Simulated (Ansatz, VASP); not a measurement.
# Ge: VASP beside Ansatz

INCAR

```
PREC     = Accurate       # precision mode
ENCUT    = 520            # plane-wave cutoff, eV
EDIFF    = 1E-6           # SCF threshold, eV
ISMEAR   = -1             # smearing method
SIGMA    = 0.05           # smearing width, eV
LREAL    = False          # projectors in reciprocal space
LASPH    = True           # aspherical terms in the spheres
NELM     = 80             # most SCF steps
ALGO     = Normal         # electronic algorithm
ISIF     = 2              # what is computed and relaxed
LWAVE    = False          # write WAVECAR
LCHARG   = False          # write CHGCAR
GGA      = PS             # functional
NBANDS   = 21             # bands
```

The input KPOINTS:

```
regular mesh
0
Gamma
  13 13 13
```

POSCAR

```
Ge
1.0
    0.0000000000      2.5436015228      2.5436015228
    2.5436015228      0.0000000000      2.5436015228
    2.5436015228      2.5436015228      0.0000000000
Ge
2
Direct
   -0.1250000000     -0.1250000000     -0.1250000000
    0.1250000000      0.1250000000      0.1250000000
```

Input for Ansatz:

```yaml
crystal:
  lattice:
    - [0.0, 2.5436015228, 2.5436015228]
    - [2.5436015228, 0.0, 2.5436015228]
    - [2.5436015228, 2.5436015228, 0.0]
  atoms:
    - { symbol: Ge, position: [-0.125, -0.125, -0.125] }
    - { symbol: Ge, position: [0.125, 0.125, 0.125] }
kpoints:
  mp_grid: { grid: [13, 13, 13] }
scf:
  occupations: { method: fermi_dirac, width: 0.05 }
hamiltonian:
  xc: pbesol
  pseudopotentials: { kind: all_electron, lapw: { basis_error: 0.001 } }
output:
  forces: true
  stress: true
  eigenvalues: true
  populations: true
```

Change from the starting cell: volume scaled by 0.72, LAPW.

Alike in both runs: task single point; functional PBEsol; k mesh 13 × 13 × 13; occupations fermi-dirac, width 0.05 eV; no spin polarisation.

|  | VASP | Ansatz |
| --- | --- | --- |
| version | VASP 6.6.1 | Ansatz 0.2.0 |
| potentials or method | VASP PAW PBE potentials, release 64 (Ge_d) | all-electron LAPW, scalar-relativistic |
| plane-wave cutoff (eV) | 520 | see its input |

```tsv
	VASP	Ansatz	Ansatz less VASP
pressure (GPa)	47.5	47.4	-0.10
```

Ansatz ran all-electron here, so the differences hold the error of VASP's frozen core and of both bases.

Caveats: so large a pressure means that the cell lies far from this level's equilibrium, or that cutoff or potentials fall short (VASP); the potentials were made for another functional, which shifts forces and pressure (VASP).
